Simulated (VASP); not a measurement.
A run of VASP 6.6.1 is set up as follows.

POSCAR

```
KCl
1.0
    3.8391960000      0.0000000000      0.0000000000
    0.0000000000      3.8391960000      0.0000000000
    0.0000000000      0.0000000000      3.8391960000
K Cl
1 1
Direct
    0.0000000000      0.0000000000      0.0000000000
    0.5000000000      0.5000000000      0.5000000000
```

File INCAR.step1:

```
ALGO = Normal ; EDIFF = 1E-6
ENCUT = 520 ; ISIF = 2
ISMEAR = 0 ; LASPH = True
LCHARG = True ; LREAL = False
LWAVE = False ; NELM = 100
PREC = Accurate ; SIGMA = 0.02
```

Contents of KPOINTS.step1:

```
k-points
0
Gamma
  8 8 8
```

The input INCAR.step2:

```
ALGO = Normal ; EDIFF = 1E-6
ENCUT = 520 ; ICHARG = 11
ISIF = 2 ; ISMEAR = 0
LASPH = True ; LCHARG = False
LREAL = False ; LWAVE = False
NELM = 100 ; PREC = Accurate
SIGMA = 0.05
```

KPOINTS.step2

```
path GXMGRX,MR
15
line-mode
reciprocal
 0.0000000000  0.0000000000  0.0000000000  G
 0.0000000000  0.5000000000  0.0000000000  X

 0.0000000000  0.5000000000  0.0000000000  X
 0.5000000000  0.5000000000  0.0000000000  M

 0.5000000000  0.5000000000  0.0000000000  M
 0.0000000000  0.0000000000  0.0000000000  G

 0.0000000000  0.0000000000  0.0000000000  G
 0.5000000000  0.5000000000  0.5000000000  R

 0.5000000000  0.5000000000  0.5000000000  R
 0.0000000000  0.5000000000  0.0000000000  X

 0.5000000000  0.5000000000  0.0000000000  M
 0.5000000000  0.5000000000  0.5000000000  R
```

Potentials or basis: VASP PAW LDA potentials, release 64 (K_sv, Cl).

The run is started by

```bash
$ cat potpaw_LDA.64/K_sv/POTCAR potpaw_LDA.64/Cl/POTCAR > POTCAR
$ cp INCAR.step1 INCAR
$ cp KPOINTS.step1 KPOINTS
$ mpirun -np 1 vasp_std > vasp.out
$ cp INCAR.step2 INCAR
$ cp KPOINTS.step2 KPOINTS
$ mpirun -np 1 vasp_std > vasp.out
```

Estimate the band gap along the path.

4.37 eV, indirect (least direct gap 4.58 eV).

Predict the band gap on the k mesh.

4.37 eV, indirect (least direct gap 4.58 eV).

Levels at the corners of the path, in eV from the valence-band top:
| point | band 5 | band 6 | band 7 | band 8 | band 9 | band 10 | band 11 | band 12 |
| --- | --- | --- | --- | --- | --- | --- | --- | --- |
| Γ | -11.30 | -0.21 | -0.21 | -0.21 | 4.37 | 6.24 | 6.24 | 10.48 |
| X | -11.15 | -1.85 | -0.22 | -0.22 | 7.31 | 7.60 | 7.91 | 9.86 |
| X | -11.15 | -1.85 | -0.22 | -0.22 | 7.31 | 7.60 | 7.91 | 9.86 |
| M | -11.24 | -1.24 | -1.24 | 0.00 | 5.81 | 6.97 | 8.71 | 8.71 |
| M | -11.24 | -1.24 | -1.24 | 0.00 | 5.81 | 6.97 | 8.71 | 8.71 |
| Γ | -11.30 | -0.21 | -0.21 | -0.21 | 4.37 | 6.24 | 6.24 | 10.48 |
| Γ | -11.30 | -0.21 | -0.21 | -0.21 | 4.37 | 6.24 | 6.24 | 10.48 |
| R | -11.48 | -1.37 | -1.37 | -1.37 | 8.44 | 8.44 | 8.44 | 9.66 |
| R | -11.48 | -1.37 | -1.37 | -1.37 | 8.44 | 8.44 | 8.44 | 9.66 |
| X | -11.15 | -1.85 | -0.22 | -0.22 | 7.31 | 7.60 | 7.91 | 9.86 |
| M | -11.24 | -1.24 | -1.24 | 0.00 | 5.81 | 6.97 | 8.71 | 8.71 |
| R | -11.48 | -1.37 | -1.37 | -1.37 | 8.44 | 8.44 | 8.44 | 9.66 |

Caveat: the log is that of the step along the path at fixed density, whose energy, stress, charges and moments have no meaning.
